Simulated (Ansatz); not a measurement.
# BaTiO3 (database structure): how the settings move a single-point run

Question: which choices in the input matter for BaTiO3 (database structure)?

Program: Ansatz 0.2.0. Level of theory: reference: DFT r2SCAN, plane waves, PAW, scalar-relativistic, no spin polarisation. These are calculated values, not measurements.

### Step 1. The starting structure

The structure is trigonal, space group R3m (No. 160). The conventional cell has a = 5.638 Å, b = 5.638 Å, c = 6.931 Å, α = 90.00°, β = 90.00°, γ = 120.00°. Around Ba (site symmetry 3m) lie 12 O at 2.77 to 2.88 Å. Around Ti (site symmetry 3m) lie 6 O at 1.87 to 2.13 Å. O (site symmetry m) has 2 Ti at 1.87 to 2.13 Å as nearest neighbours.

Structure file:

```xyz
5
Lattice="3.9915 0.0000 0.0000 0.0101 3.9915 0.0000 0.0101 0.0101 3.9915" Properties=species:S:1:pos:R:3 pbc="T T T"
Ba    0.0000    0.0000    0.0000
Ti    1.9537    1.9488    1.9439
O     2.0378    2.0327    0.0754
O     0.0857    2.0376    2.0325
O     2.0378    0.0806    2.0325
```

### Step 2. Reference

input.yaml

```yaml
crystal:
  lattice:
    - [3.9915085, 0.0, 0.0]
    - [0.01009764, 3.99149853, 0.0]
    - [0.01009764, 0.0100777, 3.9914786]
  atoms:
    - { symbol: Ba, position: [0.0, 0.0, 0.0] }
    - { symbol: Ti, position: [0.487, 0.487, 0.487] }
    - { symbol: O, position: [0.5092, 0.5092, 0.0189] }
    - { symbol: O, position: [0.0189, 0.5092, 0.5092] }
    - { symbol: O, position: [0.5092, 0.0189, 0.5092] }
  symmetry: { tolerance: 0.0003 }
kpoints:
  mp_grid: { grid: [5, 5, 5], shift: [0, 0, 0] }
magnetization:
  spin_polarized: false
scf:
  occupations: { method: fermi_dirac, width: 0.0102 }
hamiltonian:
  pseudopotentials: { kind: paw }
  xc: r2scan
basis:
  ecutwfc: 500
output:
  forces: true
  stress: true
  eigenvalues: true
```

Command:

```sh
> ansatz run input.yaml --threads 1 --pin off --max-ram 2560MiB --backend cpu --events-out ev --progress --plain --runs-dir out
```

### Step 3. Variant: n_extra_bands 16, ecutwfc 500 eV

Changes to input.yaml since step 2:

```diff
@@ -18,2 +18,3 @@
   occupations: { method: fermi_dirac, width: 0.0102 }
+  n_extra_bands: 16
 hamiltonian:
@@ -22,3 +23,3 @@
 basis:
-  ecutwfc: 500
+  ecutwfc: "500 eV"
 output:
@@ -27 +28,5 @@
   eigenvalues: true
+  write_density: true
+  write_potential: true
+  elf: true
+  volumetric_format: npy
```

### Step 4. Variant: xc rpbe

Changes to input.yaml since step 2:

```diff
@@ -20,3 +20,3 @@
   pseudopotentials: { kind: paw }
-  xc: r2scan
+  xc: rpbe
 basis:
@@ -27 +27,5 @@
   eigenvalues: true
+  write_density: true
+  write_potential: true
+  elf: true
+  volumetric_format: npy
```

### Step 5. Changed: mp_grid.grid [2, 2, 2], hubbard.sites [{species: Ti, l: d, u_eff: 4.0}], hubbard.double_counting amf

Changes to input.yaml since step 2:

```diff
@@ -13,3 +13,3 @@
 kpoints:
-  mp_grid: { grid: [5, 5, 5], shift: [0, 0, 0] }
+  mp_grid: { grid: [2, 2, 2], shift: [0, 0, 0] }
 magnetization:
@@ -21,2 +21,3 @@
   xc: r2scan
+  hubbard: { sites: [{ species: Ti, l: d, u_eff: 4.0 }], double_counting: amf }
 basis:
```

### Step 6. A further run, with the input changed

Changes to input.yaml since step 2:

```diff
@@ -13,3 +13,3 @@
 kpoints:
-  mp_grid: { grid: [5, 5, 5], shift: [0, 0, 0] }
+  mp_grid: { grid: [1, 1, 1], shift: [0, 0, 0] }
 magnetization:
@@ -18,2 +18,3 @@
   occupations: { method: fermi_dirac, width: 0.0102 }
+  max_iter: 50
 hamiltonian:
```

(Steps that only read results are left out.)

**Question.** What will these runs give? Wanted: for each run, ending; energy change; pressure; gap; force.

**Answer**, as computed:

| run | ending | energy change | pressure (GPa) | gap (eV) | force (eV/Å) | cycles | time |
| --- | --- | --- | --- | --- | --- | --- | --- |
| reference | converged | 0 | 3.5 | 2.90 | 0.15 | 7 | 9.1 s |
| 1: n_extra_bands 16, ecutwfc 500 eV | converged | 0.0 meV/atom | 3.5 | 2.90 | 0.15 | 7 | 13 s |
| 2: xc rpbe | converged | not comparable | 11.0 | 2.57 | 0.25 | 6 | 5.7 s |
| 3: mp_grid.grid [2, 2, 2], hubbard.sites [{species: Ti, l: d, u_eff: 4.0}], hubbard.double_counting amf | converged | +88.5 meV/atom (U changed: no physical gain or loss) | 5.1 | 2.74 | 2.03 | 8 | 5.1 s |
| 4: mp_grid.grid [1, 1, 1] | converged | +2.77 eV/atom | 45.7 | 2.11 | 22.85 | 9 | 3.1 s |

Times don't compare one to one where runs were asked for different outputs or read a saved state (see the inputs); cycles may leave out searches for a lower state.

Residual by cycle in the longest SCF loop of each run; runs are numbered as in the table. The quantity is the density residual dr2, in eV.

| cycle | reference | run 1 | run 2 | run 3 | run 4 |
| --- | --- | --- | --- | --- | --- |
| 1 | 0.345 | 0.349 | 0.00655 | 2.43 | 6.76 |
| 2 | 0.0417 | 0.0731 | 0.00122 | 0.458 | 7.39 |
| 3 | 0.00538 | 0.00546 | 1.3e-4 | 0.167 | 0.911 |
| 4 | 9.3e-4 | 0.00113 | 2.4e-6 | 0.0172 | 0.108 |
| 5 | 4.5e-5 | 4.9e-5 | 2.0e-7 | 8.4e-4 | 0.0307 |
| 6 | 4.7e-6 | 3.2e-6 | 3.6e-8 | 3.1e-5 | 9.5e-4 |
| 7 | 1.5e-8 | 2.5e-8 | - | 8.9e-7 | 9.1e-6 |
| 8 | - | - | - | 1.5e-8 | 4.6e-7 |
| 9 | - | - | - | - | 5.2e-8 |

What this shows: Of the converged runs whose energies compare with the reference's, «mp_grid.grid [1, 1, 1]» moves the energy most (+2.77 eV/atom). A changed U is a change of model: its shifts are not errors of convergence. The gap of the reference lacks spin-orbit coupling, though the cell holds Ba.
